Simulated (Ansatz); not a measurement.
# Gaps and decay in MoS2/WS2 stacks, part 2 of 5

Wanted: band edges and complex bands along the stacking of MoS2/WS2. The crystals are MoS2 3R layers and WS2 3R layers, on a common net of side 3.17 Å (+0.0 % and +0.0 % against typed lattice constants near PBE's). Layer spacings come from each crystal relaxed along the normal on that net, and the joins take the mean spacing. The stacks are then relaxed. The first steps treat the bulk crystals alone.

Ansatz 0.2.0; PBE+D3(BJ) DFT, plane waves, PAW files (the session's first sound run).

So far, gap on the k-mesh (eV): step 3 (the bulk crystal and its band edges, crystal MoS2 3R layers) 0.775.

## 4. Relaxing along the normal, crystal WS2 3R layers

This step: PBE+D3(BJ) DFT, plane waves, PAW files (Ansatz 0.2.0).

System of this step: WS2. It takes space group R3m (No. 160, trigonal). Conventional cell: a = 3.170 Å, b = 3.170 Å, c = 18.500 Å, α = 90.00°, β = 90.00°, γ = 120.00°. Nearest to S lie 3 W at 2.41 Å. Nearest to W lie 6 S at 2.41 Å. Nearest to S lie 3 W at 2.41 Å. Farther neighbours and most contacts between anions are not listed.

The crystal is held to the common net and relaxed along the normal.

File input.yaml:

```yaml
crystal:
  lattice:
    - [3.17, 0.0, 0.0]
    - [-1.585, 2.74530053, 0.0]
    - [0.0, 0.0, 18.5]
  atoms:
    - { symbol: S, position: [0.3333333333, 0.6666666667, 0.0] }
    - { symbol: W, position: [0.0, 0.0, 0.0848648649] }
    - { symbol: S, position: [0.3333333333, 0.6666666667, 0.1697297297] }
    - { symbol: S, position: [0.0, 0.0, 0.3333333333] }
    - { symbol: W, position: [0.6666666667, 0.3333333333, 0.4181981982] }
    - { symbol: S, position: [0.0, 0.0, 0.5030630631] }
    - { symbol: S, position: [0.6666666667, 0.3333333333, 0.6666666667] }
    - { symbol: W, position: [0.3333333333, 0.6666666667, 0.7515315315] }
    - { symbol: S, position: [0.6666666667, 0.3333333333, 0.8363963964] }
kpoints:
  mp_grid: { grid: [8, 8, 2] }
scf:
  occupations: { method: fixed }
  max_iter: 120
hamiltonian:
  xc: pbe
  dispersion: d3bj
output: {}
relax:
  f_tol: 0.01
  max_steps: 40
  cell: { fix: [a, b, angles] }
```

On the command line:

```console
$ ansatz run input.yaml --threads 8 --pin off --max-ram 20480MiB --backend cpu --events-out ev --progress --plain --runs-dir out
```

Numbers of over 12 decimals in the logs are rounded to 6 here.

Output:

```text
[...]
Crystal: 9 atoms, lattice volume = 160.998 Å³
Basis set: ecut = 420 eV, 3157 PW (Γ), exchange–correlation on 48×48×250 points (8 copies of the dense FFT grid, shifted against one another)
Bands: 48, of which v1, the nominal top of the filled ones, is band 39 counted from 1 (38 counted from 0)
Symmetry: 18 space group operations
[...]
k-points: 20 of 128 (time reversal used)
[...]
SCF iter   1: F=—  HF=-36577.943566 eV  |F-HF|=—  |Δ(HF+E_count)|=         —  Δρ=5.12e-3  dr2=2.04e-2  ethr=1.77e-3  ⟨swp⟩=5.0  Hψ=3527  notcnv=0  defer=102
[...]
SCF iter   6: F=-36577.958153 eV  HF=-36577.958153 eV  |F-HF|=3.16e-8  |Δ(HF+E_count)|=   4.40e-7  Δρ=5.78e-6  dr2=8.15e-8  ethr=1.28e-10  ⟨swp⟩=5.0  Hψ=3662  notcnv=0
SCF 1 converged in 6 iterations: F = -36577.958153 eV  dr2 = 8.15e-8
[...]
relax step   1: F+E_penalty+E_count = -36577.95815296 eV  Δ(F+E_penalty+E_count) = +0.000e0 eV  max|allowed force component| = 2.746e-2 eV/Å  Δτ_max = 0.0000 Å  P = -1.205 GPa  Ω = 160.998 Å³  fix = [a, b, alpha, beta, gamma]  reactions: a -1.355, b -1.355 GPa  (6 SCF iters, dr2 threshold 1.00e-7 eV, accepted)
Crystal: 9 atoms, lattice volume = 155.289 Å³
Basis set: ecut = 420 eV, 3035 PW (Γ), exchange–correlation on 48×48×250 points (8 copies of the dense FFT grid, shifted against one another)
[...]
SCF iter   6: F=-36577.965947 eV  HF=-36577.965946 eV  |F-HF|=3.58e-7  |Δ(HF+E_count)|=   7.25e-6  Δρ=9.66e-6  dr2=1.84e-7  ethr=1.15e-9  ⟨swp⟩=4.0  Hψ=3812  notcnv=0
SCF 2 converged in 6 iterations: F = -36577.965947 eV  dr2 = 1.84e-7
relax step   2: F+E_penalty+E_count = -36577.96594673 eV  Δ(F+E_penalty+E_count) = -7.794e-3 eV  max|allowed force component| = 7.344e-2 eV/Å  Δτ_max = 0.0570 Å  P = -0.706 GPa  Ω = 155.289 Å³  energy of the carried Pulay correction = +1.022e-3 eV  fix = [a, b, alpha, beta, gamma]  reactions: a -1.202, b -1.202 GPa  (6 SCF iters, dr2 threshold 9.00e-7 eV, accepted)
Crystal: 9 atoms, lattice volume = 157.729 Å³
Basis set: ecut = 420 eV, 3061 PW (Γ), exchange–correlation on 48×48×250 points (8 copies of the dense FFT grid, shifted against one another)
[...]
SCF iter   6: F=-36577.971353 eV  HF=-36577.971353 eV  |F-HF|=2.90e-8  |Δ(HF+E_count)|=   2.02e-6  Δρ=6.19e-6  dr2=8.32e-8  ethr=4.32e-10  ⟨swp⟩=5.5  Hψ=3577  notcnv=0
SCF 3 converged in 6 iterations: F = -36577.971353 eV  dr2 = 8.32e-8
relax step   3: F+E_penalty+E_count = -36577.97135333 eV  Δ(F+E_penalty+E_count) = -5.407e-3 eV  max|allowed force component| = 5.361e-2 eV/Å  Δτ_max = 0.0283 Å  P = -0.622 GPa  Ω = 157.729 Å³  energy of the carried Pulay correction = +5.807e-4 eV  fix = [a, b, alpha, beta, gamma]  reactions: a -1.067, b -1.067 GPa  (6 SCF iters, dr2 threshold 3.37e-7 eV, accepted)
[...]
relax step   4: F+E_penalty+E_count = -36577.97181471 eV  Δ(F+E_penalty+E_count) = -4.614e-4 eV  max|allowed force component| = 3.594e-3 eV/Å  Δτ_max = 0.0050 Å  P = -0.785 GPa  Ω = 157.430 Å³  energy of the carried Pulay correction = +6.344e-4 eV  fix = [a, b, alpha, beta, gamma]  reactions: a -1.181, b -1.181 GPa  (5 SCF iters, dr2 threshold 1.80e-7 eV, accepted)
[...]
SCF iter   6: F=-36577.971232 eV  HF=-36577.971232 eV  |F-HF|=7.28e-12  |Δ(HF+E_count)|=  1.31e-10  Δρ=6.03e-8  dr2=7.90e-12  ethr=1.00e-12  ⟨swp⟩=5.0  Hψ=3199  notcnv=0
SCF 5 converged in 6 iterations: F = -36577.971232 eV  dr2 = 7.90e-12
relax step   5: F+E_penalty+E_count = -36577.97123179 eV  Δ(F+E_penalty+E_count) = +5.829e-4 eV  max|allowed force component| = 3.616e-3 eV/Å  Δτ_max = 0.0000 Å  P = -0.786 GPa  Ω = 157.430 Å³  fix = [a, b, alpha, beta, gamma]  reactions: a -1.181, b -1.181 GPa  stress off target by 3.96e-3 GPa on what of the cell is left free  SCF on the basis re-selected at this cell (its energy is not comparable with the rows above)  (6 SCF iters)
[...]
SCF converged after 6 iterations
Free energy (F): -36577.971232 eV
[...]
Internal energy: -36577.971232 eV  (E = F + TS)
E sigma→0 (E₀):  -36577.971232 eV
Fermi energy:    12.105882 eV
[...]
--- Forces (eV/Å), atoms counted from 1 ---
  atom   1  S      0.00000000     0.00000000    -0.00336139
  atom   2  W      0.00000000    -0.00000000     0.00361552
  atom   3  S      0.00000000     0.00000000    -0.00025473
  atom   4  S      0.00000000     0.00000000    -0.00336139
  atom   5  W     -0.00000000    -0.00000000     0.00361552
  atom   6  S      0.00000000     0.00000000    -0.00025473
  atom   7  S      0.00000000    -0.00000000    -0.00336139
  atom   8  W     -0.00000000    -0.00000000     0.00361552
  atom   9  S      0.00000000     0.00000000    -0.00025473
  max |Σ_I F_I| component: 1.78e-6 eV/Å
--- Stress (GPa, compression-positive) ---
       -1.181034      -0.000000       0.000000
        0.000000      -1.181034       0.000000
       -0.000000       0.000000       0.003962
  P = ⅓ Tr σ = -0.7860 GPa (-7.860 kbar)
--- Relaxed structure (4 steps of the walk, 4 accepted, 1 SCFs on fresh bases) ---
[...]
cell:  # Å, volume = 157.4296 Å³
    - [3.170000, 0, 0]
    - [-1.585000, 2.745301, 0]
    - [0, 0, 18.089944]
  atoms:
    - { symbol: S, position: [0.333333, 0.666667, -0.00180375] }
    - { symbol: W, position: [0, 0, 0.084838] }
    - { symbol: S, position: [0.333333, 0.666667, 0.171560] }
    - { symbol: S, position: [0, 0, 0.331530] }
    - { symbol: W, position: [0.666667, 0.333333, 0.418171] }
    - { symbol: S, position: [0, 0, 0.504894] }
    - { symbol: S, position: [0.666667, 0.333333, 0.664863] }
    - { symbol: W, position: [0.333333, 0.666667, 0.751505] }
    - { symbol: S, position: [0.666667, 0.333333, 0.838227] }
```

The job ended after 11 s (8 threads of Intel Xeon at 2.70GHz, shared host; peak memory 0.69 GiB).

Step by step:

```tsv
step	energy less that of the first step (eV)	largest force component (eV/Å)	pressure (GPa)	volume (Å³)
1	0.0000	0.0275	-1.20	161.00
2	-0.0078	0.0734	-0.71	155.29
3	-0.0132	0.0536	-0.62	157.73
4	-0.0137	0.0036	-0.79	157.43
5*	-0.0131	0.0036	-0.79	157.43
```

Relaxation steps marked * repeat the geometry before them on a plane-wave basis chosen anew for their cell, so energy and pressure can jump there.

The run keeps the 18 symmetry operations that it works with, so distortions that break them were not tested.

```tsv
conventional cell, symmetrised	before	after	change
a (Å)	3.170	3.170	+0.0 %
b (Å)	3.170	3.170	+0.0 %
c (Å)	18.500	18.090	-2.2 %
volume (Å³/atom)	17.89	17.49	-2.2 %
```

The atoms that moved most (Å, as changes of fractional coordinates times the final cell):

```tsv
atom	dx	dy	dz	length
S3	0.000	0.000	0.033	0.033
S6	0.000	0.000	0.033	0.033
S9	0.000	0.000	0.033	0.033
S7	0.000	0.000	-0.033	0.033
S4	0.000	0.000	-0.033	0.033
S1	0.000	0.000	-0.033	0.033
```

The relaxed structure:

```cif
data_structure
_symmetry_space_group_name_H-M 'P 1'
_symmetry_Int_Tables_number 1
_cell_length_a 3.1700
_cell_length_b 3.1700
_cell_length_c 18.0899
_cell_angle_alpha 90.000
_cell_angle_beta 90.000
_cell_angle_gamma 120.000
_cell_volume 157.43
loop_
_atom_site_label
_atom_site_type_symbol
_atom_site_fract_x
_atom_site_fract_y
_atom_site_fract_z
_atom_site_occupancy
S1 S 0.33333 0.66667 0.99820 1
W2 W 0.00000 0.00000 0.08484 1
S3 S 0.33333 0.66667 0.17156 1
S4 S 0.00000 0.00000 0.33153 1
W5 W 0.66667 0.33333 0.41817 1
S6 S 0.00000 0.00000 0.50489 1
S7 S 0.66667 0.33333 0.66486 1
W8 W 0.33333 0.66667 0.75150 1
S9 S 0.66667 0.33333 0.83823 1
```

This step gave:

| Property | Result |
| --- | --- |
| free energy | -36577.9712 eV |
| Fermi energy | 12.11 eV |
| pressure | -0.7860 GPa |

The relaxation ends with a largest force component of 0.0036 eV/Å.

## 5. Band edges, crystal WS2 3R layers

This step: PBE DFT, plane waves, PAW files (Ansatz 0.2.0).

The band edges of the next crystal.

File input.yaml:

```yaml
crystal:
  lattice:
    - [3.17, 0.0, 0.0]
    - [-1.585, 2.74530053, 0.0]
    - [0.0, 0.0, 18.0899439406]
  atoms:
    - { symbol: S, position: [0.3333333333, 0.6666666667, -0.0018037462] }
    - { symbol: W, position: [0.0, 0.0, 0.0848378631] }
    - { symbol: S, position: [0.3333333333, 0.6666666667, 0.1715604777] }
    - { symbol: S, position: [0.0, 0.0, 0.3315295871] }
    - { symbol: W, position: [0.6666666667, 0.3333333333, 0.4181711964] }
    - { symbol: S, position: [0.0, 0.0, 0.5048938111] }
    - { symbol: S, position: [0.6666666667, 0.3333333333, 0.6648629204] }
    - { symbol: W, position: [0.3333333333, 0.6666666667, 0.7515045298] }
    - { symbol: S, position: [0.6666666667, 0.3333333333, 0.8382271444] }
kpoints:
  mp_grid: { grid: [12, 12, 2] }
  band_path: { path: [VBM, CBM], npoints: 24 }
scf:
  occupations: { method: fixed }
  max_iter: 120
hamiltonian:
  xc: pbe
output:
  eigenvalues: true
checkpoint:
  write: WS2.run
  compress: false
  write_wavefunctions: false
```

Output:

```text
[...]
Crystal: 9 atoms, lattice volume = 157.430 Å³
Basis set: ecut = 420 eV, 3049 PW (Γ)
Bands: 48, of which v1, the nominal top of the filled ones, is band 39 counted from 1 (38 counted from 0)
Symmetry: 18 space group operations
[...]
k-points: 38 of 288 (time reversal used)
[...]
SCF iter   1: F=—  HF=-36574.050516 eV  |F-HF|=—  |Δ(HF+E_count)|=         —  Δρ=5.09e-3  dr2=1.55e-2  ethr=1.77e-3  ⟨swp⟩=5.0  Hψ=6713  notcnv=0  defer=198
[...]
SCF iter   7: F=-36574.065912 eV  HF=-36574.065912 eV  |F-HF|=4.77e-9  |Δ(HF+E_count)|=   1.13e-7  Δρ=1.52e-6  dr2=5.77e-9  ethr=1.28e-10  ⟨swp⟩=8.9  Hψ=5869  notcnv=0
SCF 1 converged in 7 iterations: F = -36574.065912 eV  dr2 = 5.77e-9
[...]
SCF converged after 7 iterations
Free energy (F): -36574.065912 eV
[...]
Internal energy: -36574.065912 eV  (E = F + TS)
E sigma→0 (E₀):  -36574.065912 eV
Fermi energy:    12.105936 eV
[...]
--- Band table (eV; the first three rows and the last of 38) ---
  k-point 0: bands = [... 35 lower, 10.6931, 10.7859, 11.9715, 11.9715, 14.1600, 14.1600, 14.2240, 14.2240, ... 5 higher]
  k-point 1: bands = [... 35 lower, 9.7387, 11.5302, 11.5302, 12.1059, 14.1801, 14.1801, 14.1801, 14.1801, ... 5 higher]
  k-point 2: bands = [... 35 lower, 10.7668, 10.8165, 11.7547, 11.7630, 14.0827, 14.1527, 14.1614, 14.1637, ... 5 higher]
  k-point 37: bands = [... 35 lower, 8.9532, 11.3403, 11.3403, 11.3403, 13.1980, 13.1980, 13.1980, 14.5086, ... 5 higher]
```

It took 20 s on 8 threads; peak memory 0.75 GiB.

This step gave:

```
free energy         : -36574.0659 eV
gap on the k-mesh   : 0.9105 eV
gap on path         : 0.8970 eV, by band count; negative where bands overlap
edge places on path : 0, 0.7280 1/A along the path
```

The electronic bands at the labelled points (eV, zero at the Fermi level (highest filled level under fixed occupations); v1 is the highest filled band, c1 the lowest empty one):

```tsv
point	v4	v3	v2	v1	c1	c2	c3	c4
VBM	-2.37	-0.58	-0.57	0.00	2.07	2.07	2.07	2.07
halfway	-1.63	-1.13	-0.87	-0.79	1.52	1.72	1.80	1.94
CBM	-1.97	-1.69	-1.69	-1.62	0.90	1.48	1.48	2.05
```

The searched edges give 0.897 eV, against 0.911 eV on the mesh.

## 6. Relaxation, stack MoS2 3 / WS2 3, atomic layers of each crystal 3×3

This step: PBE+D3(BJ) DFT, plane waves, PAW files (Ansatz 0.2.0).

System of this step: MoS2 (3) / WS2 (3). The cell holds 6 atoms: 4 S, 1 Mo and 1 W. Cell: a = 3.170 Å, b = 3.170 Å, c = 12.149 Å, α = 97.5°, β = 82.5°, γ = 120.0°. Regions: 0: MoS2, 3 atoms (2 S and 1 Mo); 1: WS2, 3 atoms (2 S and 1 W). The structure's axis is c.

The stack is relaxed at a fixed cell, since the spacings at the joins were only estimated. The total length stays as laid.

File input.yaml:

```yaml
crystal:
  lattice:
    - [3.17, 0.0, 0.0]
    - [-1.585, 2.74530053, 0.0]
    - [1.585, -0.9151001767, 12.0100509131]
  atoms:
    - { symbol: S, position: [0.3333333333, 0.6666666667, 0.0] }
    - { symbol: Mo, position: [-0.0432128277, 0.0432128277, 0.1296384832] }
    - { symbol: S, position: [0.2468599387, 0.7531400613, 0.259420184] }
    - { symbol: S, position: [-0.16638219, 0.16638219, 0.49914657] }
    - { symbol: W, position: [0.4567836382, 0.5432163618, 0.6296490855] }
    - { symbol: S, position: [-0.253424538, 0.253424538, 0.760273614] }
kpoints:
  mp_grid: { grid: [12, 12, 2] }
scf:
  occupations: { method: fixed }
  max_iter: 120
hamiltonian:
  xc: pbe
  dispersion: d3bj
output:
  eigenvalues: false
  forces: true
relax:
  f_tol: 0.02
  max_steps: 40
```

Output:

```text
Warning: crystal.symmetry: narrowed to the stabiliser of the k-point mesh — unitary ops 6 → 2; excluded 4 operations that carry a point of the 12×12×2 mesh (shift [0, 0, 0]) off the mesh (the run samples exactly the mesh kpoints.mp_grid names, as under crystal.symmetry.detect: false, and its converged state has the mesh's symmetry, not the crystal's; ε∞, the Born charges and the force constants of a linear response (`dielectric:` by the response, `phonons.method: dfpt`) are averaged over those of the crystal's operations that the state keeps within a tolerance, where `mesh_tensors`, `unaveraged_element` or `gamma_mean_max_change_ev_ang2` stands beside them; [rest of the remark cut]
settings of this run that can trade accuracy for cost: output.eigenvalues: false. Do not mix this run's numbers with those of runs without the same settings; the input reference describes each key
[...]
Crystal: 6 atoms, lattice volume = 104.519 Å³
Basis set: ecut = 420 eV, 2033 PW (Γ), exchange–correlation on 48×48×180 points (8 copies of the dense FFT grid, shifted against one another)
Bands: 32, of which v1, the nominal top of the filled ones, is band 26 counted from 1 (25 counted from 0)
Symmetry: 2 space group operations
k-points: 86 of 288 (time reversal used)
[...]
SCF iter   1: F=—  HF=-18956.697788 eV  |F-HF|=—  |Δ(HF+E_count)|=         —  Δρ=5.45e-3  dr2=3.52e-2  ethr=1.77e-3  ⟨swp⟩=5.0  Hψ=10991  notcnv=0  defer=297
[...]
SCF iter   6: F=-18956.704352 eV  HF=-18956.704351 eV  |F-HF|=8.56e-7  |Δ(HF+E_count)|=   1.38e-5  Δρ=5.31e-5  dr2=3.18e-6  ethr=1.92e-8  ⟨swp⟩=3.8  Hψ=10734  notcnv=0
SCF 1 converged in 6 iterations: F = -18956.704352 eV  dr2 = 3.18e-6
[...]
relax step   1: F+E_penalty+E_count = -18956.70435223 eV  Δ(F+E_penalty+E_count) = +0.000e0 eV  max|allowed force component| = 5.597e-3 eV/Å  Δτ_max = 0.0000 Å  (6 SCF iters, dr2 threshold 1.00e-5 eV, accepted)
[...]
SCF iter   4: F=-18956.704354 eV  HF=-18956.704354 eV  |F-HF|=1.38e-8  |Δ(HF+E_count)|=   1.28e-7  Δρ=3.13e-6  dr2=2.60e-8  ethr=1.92e-10  ⟨swp⟩=3.0  Hψ=10397  notcnv=0
SCF 2 converged in 4 iterations: F = -18956.704354 eV  dr2 = 2.60e-8
relax step   2: F+E_penalty+E_count = -18956.70435351 eV  Δ(F+E_penalty+E_count) = -1.280e-6 eV  max|allowed force component| = 5.410e-3 eV/Å  Δτ_max = 0.0000 Å  (4 SCF iters, accepted)
SCF converged after 4 iterations
Free energy (F): -18956.704354 eV
[...]
Internal energy: -18956.704354 eV  (E = F + TS)
E sigma→0 (E₀):  -18956.704354 eV
Fermi energy:    11.833203 eV
[...]
--- Forces (eV/Å), atoms counted from 1 ---
  atom   1  S      0.00017978    -0.00010380    -0.00035456
  atom   2  Mo     0.00012684    -0.00007323     0.00239562
  atom   3  S     -0.00031541     0.00018210    -0.00541024
  atom   4  S      0.00020076    -0.00011591    -0.00377008
  atom   5  W      0.00010518    -0.00006073     0.00421007
  atom   6  S     -0.00029728     0.00017164     0.00292602
  max |Σ_I F_I| component: 3.17e-6 eV/Å
--- Relaxed structure (2 steps of the walk, 2 accepted, 0 SCFs on fresh bases) ---
  F+E_penalty+E_count = -18956.70435351 eV   max|allowed force component| = 5.410e-3 eV/Å
  atoms:
    - { symbol: S, position: [0.333333, 0.666667, 0] }
    - { symbol: Mo, position: [-0.043213, 0.043213, 0.129638] }
    - { symbol: S, position: [0.246860, 0.753140, 0.259420] }
    - { symbol: S, position: [-0.16638219, 0.166382, 0.49914657] }
    - { symbol: W, position: [0.456784, 0.543216, 0.6296490855] }
    - { symbol: S, position: [-0.253425, 0.253425, 0.760273614] }
[...]
```

The job ended after 6.9 s (8 threads; peak memory 0.64 GiB).

No atom moved by 0.005 Å in the relaxation.

This step gave:

```yaml
free_energy: -18956.7044 eV
fermi_energy: 11.83 eV
```

The largest force component on a free atom ends at 0.0054 eV/Å.

[end of part 2 of 5]

[Logs are printed without paths, hosts, clocks, repeated set-up lines and the standing remarks that a program may print on its own settings, such as how far it seeks lower states.]

[Hosts, paths, dates, database ids (printed as entryN), source tags and the programs' standing remarks are cut or masked in the printed files.]
